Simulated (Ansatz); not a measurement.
## By hand: formation energy of CoPt (P4/mmm) from the elements

Subject: the formation energy of CoPt (P4/mmm) from the elements. Reaction: Co (hcp) + Pt (fcc) → CoPt (P4/mmm). A negative value means that the right-hand side lies lower. The value is per atom of the solid.

CoPt (P4/mmm), 2 atoms in the cell; spin state with PBE: net moment 2.3 μB a cell. Conventional cell: a = 2.697 Å, b = 2.697 Å, c = 3.722 Å, α = 90.00°, β = 90.00°, γ = 90.00°.

Co (hcp, P6₃/mmc), 2 atoms in the cell; spin state with PBE: parallel moments, net moment 3.2 μB a cell.

Setting: static, neutral cells in Ansatz (PAW) whose structures rest at the PBE level. Ansatz (a program for electronic structure) runs with its PAW set soft_1. Other levels take these structures. The lattices are those relaxed with PBE, so at other levels the solids can be strained, which adds to the spread. A dispersion term (D3(BJ), or D4 for r2SCAN) was computed beside these levels and is taken off wherever the name lacks it. Space groups of crystals are read within 0.01 Å. The runs are scalar-relativistic, without spin-orbit coupling. No search over spin orders was made beyond those shown. Where moments are parallel, another order may lie lower.

Total energies of the cells in eV, at zero smearing width. They compare only within one column; the weights balance every element.

```json
[
 {"cell": "CoPt (P4/mmm)", "atoms": "2", "weight": "+2", "PBE": "-17651.03689", "PBEsol": "-17478.48548"},
 {"cell": "Co (hcp)", "atoms": "2", "weight": "−1", "PBE": "-10252.31499", "PBEsol": "-10185.96029"},
 {"cell": "Pt (fcc)", "atoms": "1", "weight": "−2", "PBE": "-12524.70942", "PBEsol": "-12385.36521"}
]
```

PBE: 2 × (-17651.03689) − (-10252.31499) − 2 × (-12524.70942) = -0.340 eV; dividing by 4 atoms gives -0.08 eV/atom.

PBEsol: 2 × (-17478.48548) − (-10185.96029) − 2 × (-12385.36521) = -0.280 eV; dividing by 4 atoms gives -0.07 eV/atom.

What follows from the PBE value: A formula unit of CoPt has 2 atoms, so it forms with -0.0850 × 2 = -0.170 eV, or -16.4 kJ/mol at 96.485 kJ/mol per eV.
